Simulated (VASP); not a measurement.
A run of VASP 6.6.1 is set up as follows.

run.py

```python
from ase.calculators.vasp import Vasp
from ase.dft.bandgap import bandgap
from ase.spacegroup import crystal

atoms = crystal(
    ['Sr'],
    basis=[[0.0, 0.0, 0.0]],
    spacegroup=225,
    setting=1,
    cellpar=[6.0847, 6.0847, 6.0847, 90.0, 90.0, 90.0],
    primitive_cell=True,
)
calc = Vasp(
    directory='calc',
    xc='rpbe',
    pp='PBE',
    setups='gw',
    prec='Accurate',
    encut=550,
    ediff=1e-06,
    ismear=0,
    sigma=0.02,
    lreal=False,
    lasph=True,
    nelm=100,
    algo='Normal',
    isif=2,
    lwave=False,
    lcharg=True,
    lelf=True,
    lvhar=True,
    kpts=[8, 8, 8],
    gamma=True,
)
atoms.calc = calc

print('energy (eV):', atoms.get_potential_energy())
print('free energy (eV):', atoms.get_potential_energy(force_consistent=True))
print('forces (eV/A):')
print(atoms.get_forces())
print('stress (eV/A^3, Voigt):', atoms.get_stress())
print('Fermi level (eV):', calc.get_fermi_level())
gap, top, bottom = bandgap(calc)
print('band gap (eV):', gap, 'from (spin, k, band)', top, 'to', bottom)
```

Potentials or basis: VASP PAW PBE potentials, release 64 (Sr_sv_GW).

The run is started by

```console
$ python run.py
```

Question: What does it give for the band gap on the k mesh?

Answer: None (metal or under the smearing width).

Question: Predict the pressure.

Answer: 0.3 GPa.

Caveat: the PAW data sets were made with another functional, which shifts forces and pressure a little.
